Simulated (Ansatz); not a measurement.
## A vibration from a frozen displacement in BN

Computed with DFT LDA, scalar-relativistic, plane waves, PAW in Ansatz 0.2.0. Cutoff 420 eV, Γ-centred 12×12×6 k-points, Gaussian smearing of 0.05 eV. No spin polarisation. Energies are free energies at this smearing, counted from the undisturbed cell; pressure is positive in compression.

Reference structure (as given, not relaxed at this level; it stands at -13.7 GPa; this wurtzite form isn't the usual structure):

```
B N
1.0
     2.55394    0.00000    0.00000
    -1.27697    2.21178    0.00000
     0.00000    0.00000    4.22685
B N
2 2
Direct
  0.66667 0.33333 0.99972
  0.33333 0.66667 0.49972
  0.66667 0.33333 0.62528
  0.33333 0.66667 0.12528
```

Atom 1 (B) is moved by x along the Cartesian unit vector (0.000, 0.000, 1.000); the cell and all other atoms stay fixed. The cell's volume is 23.88 Å³; the moved atoms weigh 10.810 u together and the others 38.824 u.

```
  x (Å)  ΔE (meV/cell) total force on the moved atoms along the move (eV/Å) pressure (GPa)
-0.2000         843.76                                                9.3642         -6.3536
-0.1500         449.97                                                6.4644        -10.0879
-0.1000         190.33                                                3.9842        -12.4225
-0.0500          45.73                                                1.8533        -13.5767
 0.0000           0.00                                                0.0229        -13.7489
 0.0500          38.97                                               -1.5390        -13.1177
 0.1000         149.76                                               -2.8520        -11.8463
 0.1500         320.21                                               -3.9264        -10.0833
 0.1750         424.11                                               -4.3755         -9.0606
 0.2000         538.50                                               -4.7659         -7.9652
```

What frequency belongs to this motion?

The force constant is k = −dF/dx = 33.923 eV/Å², from the parabola through x = -0.0500, 0 and 0.0500. In every cell the moved atoms swing against the rest, so the mass is μ = m₁m₂/(m₁ + m₂) = 8.456 u, and ν̃ = 521.5 cm⁻¹ × √(|k|/μ) = 1044 cm⁻¹, at this cell's pressure of -13.7 GPa. The pattern needn't be a normal mode: ν̃² is then a weighted mean of the squared nonzero frequencies at the zone centre of this cell, taken without macroscopic field, so it lies between the lowest and the highest of them.

How far does the harmonic law reach?

At x = -0.200 Å, kx²/2 = 678.46 meV against the computed 843.76 meV (+24.4 %): the well stiffens in this direction at large amplitude.